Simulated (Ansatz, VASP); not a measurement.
**TaN: VASP beside Ansatz**

```
Ta N
1.0
     3.05813    0.00000    0.00000
    -1.52906    2.64842    0.00000
     0.00000    0.00000    4.93434
Ta N
2 2
Direct
  0.00000 0.00000 0.00000
  0.00000 0.00000 0.50000
  0.33333 0.66667 0.25000
  0.66667 0.33333 0.75000
```

Change from the starting cell: volume scaled by 1.01.

Alike in both runs: task single point; functional PBE; k mesh 9 × 9 × 5; occupations fermi-dirac, width 0.01 eV; no spin polarisation.

|  | VASP | Ansatz |
| --- | --- | --- |
| version | VASP 6.6.1 | Ansatz 0.2.0 |
| potentials or method | VASP PAW PBE potentials, release 64 (Ta_pv, N), cutoff 520 eV | all-electron LAPW, scalar-relativistic |

|  | VASP | Ansatz | Ansatz less VASP |
| --- | --- | --- | --- |
| pressure (GPa) | 55.7 | 54.0 | -1.76 |
| largest component of the traceless stress (GPa) | 55.17 | 54.66 | -0.511 |

Ansatz ran all-electron here, so the differences hold the error of VASP's frozen core and of both bases.

Caveats: so large a pressure means that the cell lies far from this level's equilibrium, or that cutoff or potentials fall short (VASP). The runs have no spin-orbit coupling, so splittings on Ta are missing.
